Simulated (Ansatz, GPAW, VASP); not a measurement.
## CdSe: programs and potentials compared

```
CELL_PARAMETERS angstrom
0.00000 3.07027 3.07027
3.07027 0.00000 3.07027
3.07027 3.07027 0.00000
ATOMIC_POSITIONS crystal
Cd 0.00000 0.00000 0.00000
Se 0.25000 0.25000 0.25000
```

The cell is a database's computed one, not the measured one.

Alike in all runs: task single point; functional PBE; k mesh 8 × 8 × 8; occupations gaussian, width 0.03 eV; no spin polarisation; no spin-orbit coupling. Pressure is positive in compression and, in plane waves, holds the error of the finite cutoff.

```csv
program and potentials,plane-wave cutoff (eV),notes,band gap (eV),pressure (GPa)
"Ansatz, all-electron LAPW, scalar-relativistic",-,-,0.55,1.30
"GPAW, GPAW PAW data sets (gpaw-data 1.2.1)",600,-,0.54,1.07
"VASP, PBE PAW files Cd, Se, 520 eV",520,-,0.55,1.57
```

The band gap spans 0.54 (GPAW, GPAW PAW data sets (gpaw-data 1.2.1)) to 0.55 eV (Ansatz, all-electron LAPW, scalar-relativistic), with all-electron results at 0.55. The pressure spans 1.07 (GPAW, GPAW PAW data sets (gpaw-data 1.2.1)) to 1.57 GPa (VASP, PBE PAW files Cd, Se, 520 eV), with all-electron results at 1.30. Spin-orbit coupling, left out here, moves the band edges of heavy atoms.

The functional is the same throughout but for its coding, so the spread measures potentials, basis and numerics; runs on potential files found faulty are left out.

The three runs give practically the same band gap, so the choice of potentials hardly matters for it at this fixed geometry. All of them nevertheless fall far below the measured gap of zinc-blende CdSe. The shared error points to the functional: a semilocal Kohn-Sham gap lacks the derivative discontinuity, and Cd 4d states placed too high probably add to the error by pushing the Se 4p valence-band top upwards through p-d repulsion. Close agreement between codes therefore supports the numerics, not the gap as a prediction of the optical threshold.

Pressure separates the runs more clearly, with the two PAW values on either side of the all-electron 1.30 GPa. It follows the change of total energy with volume, and so responds to small differences that largely cancel between band edges. Its positive sign in every run suggests that the cell is smaller than the PBE equilibrium one. Since compression normally widens the direct gap of CdSe, relaxation within PBE would probably lower the gap slightly further.
